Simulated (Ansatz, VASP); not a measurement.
This is a calculation of Mg (Magnesium) for Ansatz 0.2.0. 

File input.yaml:

```yaml
crystal:
  lattice:
    - [3.2093, 0.0, 0.0]
    - [-1.60465, 2.7793353284, 0.0]
    - [0.0, 0.0, 5.2103]
  atoms:
    - { symbol: Mg, position: [0.6666666667, 0.3333333333, 0.75] }
    - { symbol: Mg, position: [0.3333333333, 0.6666666667, 0.25] }
hamiltonian:
  xc: pbesol
  pseudopotentials: { kind: paw }
  dispersion: d3bj
kpoints:
  mp_grid: { grid: [10, 10, 5] }
scf:
  occupations: { method: fermi_dirac, width: 0.05 }
output:
  forces: true
  stress: true
relax:
  f_tol: 0.01
  max_steps: 40
  cell: { stress_tol: 0.05 }
```

Potentials or basis: Ansatz PAW.

Launch:

```bash
$ ansatz run input.yaml --threads 2 --pin off --max-ram 5632MiB --backend cpu --events-out ev --progress --plain --runs-dir out
```

Q: Set up the same calculation for VASP 6.6.1. Potentials or basis there: PBE PAW files Mg, 600 eV.

A: As run (cutoffs and basis follow the program's own potentials, and thresholds, step limits or extra output files can differ):

Contents of INCAR:

```
SYSTEM = Mg
PREC = Accurate
ENCUT = 600
EDIFF = 1E-6
ISMEAR = -1
SIGMA = 0.05
LREAL = .False.
LASPH = .True.
NELM = 80
ALGO = Fast
ISIF = 3
LWAVE = .False.
LCHARG = .False.
GGA = PS
IVDW = 12
IBRION = 2
NSW = 40
EDIFFG = -0.01
```

File KPOINTS:

```
regular mesh
0
Gamma
  10 10 5
  0 0 0
```

The input POSCAR:

```
Mg
1.0
    3.2093000000      0.0000000000      0.0000000000
   -1.6046500000      2.7793353284      0.0000000000
    0.0000000000      0.0000000000      5.2103000000
Mg
2
Direct
    0.6666666667      0.3333333333      0.7500000000
    0.3333333333      0.6666666667      0.2500000000
```

Potentials or basis: VASP PAW PBE potentials, release 64 (Mg).

Launch:

```bash
$ cat potpaw_PBE.64/Mg/POTCAR > POTCAR
$ mpirun -np 1 vasp_std > vasp.out
```

Both were run:

|  | Ansatz | VASP |
| --- | --- | --- |
| Relaxed volume | 21.41 Å³/atom | 21.40 Å³/atom |
| Relaxed cell | a = 3.094 Å, b = 3.094 Å, c = 5.164 Å, α = 90.00°, β = 90.00°, γ = 120.00° | a = 3.094 Å, b = 3.094 Å, c = 5.161 Å, α = 90.00°, β = 90.00°, γ = 120.00° |
| Space group after relaxing | P6_3/mmc (No. 194) | P6_3/mmc (No. 194) |
| Pressure after relaxing | 0.0 GPa | 0.0 GPa |

Ansatz's pressure holds a Pulay term of +0.00 GPa for its cutoff of 420 eV, which the other run lacks.

The potentials hold 20 and 4 valence electrons a cell.

Ansatz's potentials were made for PBE. VASP's potentials were made for PBE.

Where Ansatz's input types no cutoff or centring, it takes its own default and a Γ-centred mesh.

Pressure is positive in compression.
